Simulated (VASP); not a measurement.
## Al: equation of state with LDA

Crystal: Al.

```xyz
1
Lattice="-1.5980 1.5980 1.5980 1.5980 -1.5980 1.5980 1.5980 1.5980 -1.5980" Properties=species:S:1:pos:R:3 pbc="T T T"
Al    0.0000    0.0000    0.0000
```

This isn't the form of Al at room conditions, which is fcc.

```
Program                : VASP 6.6.1
Task                   : equation of state
Functional             : LDA
Potentials or basis    : VASP PAW LDA potentials, release 64 (Al)
Cutoff                 : 520 eV
k mesh                 : 10 × 10 × 10
Occupations            : fermi-dirac, width 0.05 eV
Spin                   : no spin polarisation
Ladder                 : gaps
Further INCAR settings : ALGO = Normal; EDIFF = 1e-07
```

```
Equilibrium volume                      : 16.32 Å³/atom
Bulk modulus                            : 76 GPa
Pressure derivative of the bulk modulus : 4.4 (rough: it moves with the points fitted)
```

Energy against volume, from the lowest point:
| volume (Å³/atom) | energy (meV/atom) |
| --- | --- |
| 15.670 | 6.70 |
| 15.996 | 1.62 |
| 16.322 | 0.00 |
| 16.649 | 1.48 |
| 16.975 | 5.76 |

All runs of the series together: 12 s on 1 thread of Intel(R) Xeon(R) Platinum 8488C (Sapphire Rapids) (shared host).
